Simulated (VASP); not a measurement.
A VASP 6.6.1 single-point calculation on InSb

INCAR

```
LWAVE = .FALSE.
LCHARG = .FALSE.
ISIF = 2
GGA = PE
LASPH = .TRUE.
PREC = Accurate
NELM = 76
NBANDS = 16
LDAUTYPE = 2
LDAU = .TRUE.
ISMEAR = -1
LREAL = .FALSE.
IBRION = -1
LDAUL = 2 2 2
ENCUT = 520
LDAUU = 4 4 4
SIGMA = 0.02
NSW = 0
EDIFF = 1E-7
```

KPOINTS

```
KPOINTS created by Atomic Simulation Environment
0
Gamma
6 6 6
0 0 0
```

POSCAR

```
In Sb
 1.0000000000000000
     0.0000000000000000    3.2795130174999998    3.2139227572000002
     3.2795130174999998    0.0000000000000000    3.2139227572000002
     3.2795130174999998    3.2795130174999998    0.0000000000000000
 In  Sb
   1   1
Cartesian
  0.0000000000000000  0.0000000000000000  0.0000000000000000
  1.6397565087499999  1.6397565087499999  1.6069613786000001
```

The recommended PBE PAW datasets give the neutral cell 18 valence electrons.

Command

```
mpirun -np 1 vasp_std
```

OSZICAR

```
N       E                     dE             d eps       ncg     rms          rms(c)
DAV:   1     0.113757989868E+03    0.11376E+03   -0.80785E+03   960   0.111E+03
DAV:   2     0.218623205494E+01   -0.11157E+03   -0.10832E+03  1064   0.281E+02
DAV:   3    -0.652975184086E+01   -0.87160E+01   -0.86916E+01  1200   0.821E+01
DAV:   4    -0.678918540650E+01   -0.25943E+00   -0.25939E+00  1176   0.163E+01
DAV:   5    -0.680288236232E+01   -0.13697E-01   -0.13697E-01  1472   0.317E+00    0.405E+00
DAV:   6    -0.670596413547E+01    0.96918E-01   -0.15050E-01  1392   0.566E+00    0.235E+00
DAV:   7    -0.669237991396E+01    0.13584E-01   -0.70688E-02  1328   0.242E+00    0.603E-01
DAV:   8    -0.669341584209E+01   -0.10359E-02   -0.78031E-03  1232   0.103E+00    0.266E-01
DAV:   9    -0.669415497798E+01   -0.73914E-03   -0.11294E-03  1128   0.281E-01    0.726E-02
DAV:  10    -0.669416958078E+01   -0.14603E-04   -0.47323E-05  1496   0.510E-02    0.427E-02
DAV:  11    -0.669421021199E+01   -0.40631E-04   -0.68144E-05  1112   0.540E-02    0.266E-02
DAV:  12    -0.669421177573E+01   -0.15637E-05   -0.13440E-06  1272   0.746E-03    0.830E-03
DAV:  13    -0.669421246365E+01   -0.68792E-06   -0.16279E-06  1128   0.709E-03    0.424E-03
DAV:  14    -0.669421226099E+01    0.20267E-06   -0.46811E-08  1096   0.159E-03    0.185E-03
DAV:  15    -0.669421226990E+01   -0.89183E-08   -0.14558E-08   816   0.702E-04
   1 F= -.66942123E+01 E0= -.66941304E+01  d E =-.163799E-03
```

From OUTCAR

```
k-points           NKPTS =     30   k-points in BZ     NKDIM =     30   number of bands    NBANDS=     16

   NELECT =      18.0000    total number of electrons

   dimension x,y,z NGX =    36 NGY =   36 NGZ =   36
   dimension x,y,z NGXF=    72 NGYF=   72 NGZF=   72

  energy-cutoff  :      520.00
  volume of cell :       69.13
      direct lattice vectors                 reciprocal lattice vectors
     0.000000000  3.279513017  3.213922757    -0.152461660  0.152461660  0.155573123
     3.279513017  0.000000000  3.213922757     0.152461660 -0.152461660  0.155573123
     3.279513017  3.279513017  0.000000000     0.152461660  0.152461660 -0.155573123

 k-points in reciprocal lattice and weights: KPOINTS created by Atomic Simulation Env
   0.00000000  0.00000000  0.00000000       0.005
   0.16666667  0.00000000  0.00000000       0.037
   0.33333333  0.00000000  0.00000000       0.037
   0.50000000  0.00000000  0.00000000       0.019
   0.16666667  0.16666667  0.00000000       0.009
   0.33333333  0.16666667  0.00000000       0.037
   0.50000000  0.16666667  0.00000000       0.037
  -0.33333333  0.16666667  0.00000000       0.037
   ...

 E-fermi :   4.8795

 k-point     1 :       0.0000    0.0000    0.0000
  band No.  band energies     occupation
      1     -11.5643      2.00000
      2     -11.5643      2.00000
      3     -11.5618      2.00000
      4     -11.4664      2.00000
      5     -11.4628      2.00000
      6      -5.6602      2.00000
      7       4.6707      1.99994
      8       4.8268      1.86633
      9       4.8268      1.86633
     10       4.9169      0.26740
     11       7.9644      0.00000
     12       8.0054      0.00000
     13       8.0054      0.00000
     14      10.6489      0.00000
     15      13.0484      0.00000
     16      13.3428      0.00000

 k-point     2 :       0.1667    0.0000    0.0000
  band No.  band energies     occupation
      1     -11.5693      2.00000
      2     -11.5603      2.00000
      3     -11.5586      2.00000
      4     -11.4669      2.00000
      5     -11.4629      2.00000
      6      -5.4247      2.00000
      7       2.4563      2.00000
      8       4.5135      2.00000
      9       4.5940      2.00000
     10       5.8871      0.00000
     11       8.3941      0.00000
     12       8.4200      0.00000
     13       8.6639      0.00000
     14      11.7532      0.00000
     15      12.1454      0.00000
     16      12.3083      0.00000

 k-point     3 :       0.3333    0.0000    0.0000
  band No.  band energies     occupation
      1     -11.5809      2.00000
      2     -11.5527      2.00000
      3     -11.5512      2.00000
      4     -11.4673      2.00000
      5     -11.4626      2.00000
      6      -4.8173      2.00000
      7       0.3729      2.00000
      8       4.0526      2.00000
      9       4.1642      2.00000
     10       5.6201      0.00000
     11       8.7461      0.00000
     12       8.8180      0.00000
     13      10.6750      0.00000
     14      11.6554      0.00000
     15      12.6554      0.00000
     16      12.6678      0.00000

 ...

  Total        0.7933609      0.7933609      0.9850221      0.0000000     -0.0000000      0.0000000
  in kB       18.3864213     18.3864213     22.8282393      0.0000000     -0.0000000      0.0000000
  external PRESSURE =      19.8670273 kB  Pullay stress =       0.0000000 kB

 POSITION                                       TOTAL-FORCE (eV/Angst)
 -----------------------------------------------------------------------------------
      0.00000      0.00000      0.00000         0.000000      0.000000     -0.000000
      1.63976      1.63976      1.60696        -0.000000     -0.000000      0.000000
 -----------------------------------------------------------------------------------
    total drift:                               -0.000000     -0.000000      0.000000

  FREE ENERGIE OF THE ION-ELECTRON SYSTEM (eV)
  ---------------------------------------------------
  free  energy   TOTEN  =        -6.6942122699 eV

  energy  without entropy=       -6.6940484711  energy(sigma->0) =       -6.69413037
```

It converged. Results: gap between bands v and c on the k mesh 0.09 eV; least direct gap on the k mesh 0.09 eV; pressure 2.0 GPa. Band v is the last that the valence electrons fill when counted band by band, and c is the next.

These settings aren't sound, so the numbers aren't properties of the crystal.

The fault: wrong count of Hubbard values.

On sound settings PBE gives a gap of 0.09 eV on its mesh and a pressure of 2.3 GPa for the intended cell. This run's energy (σ→0) differs from it by 104 meV an atom.

The run took about 37 s on one core of a shared host (Intel Xeon Platinum 8488C) and held 0.21 GiB at most.
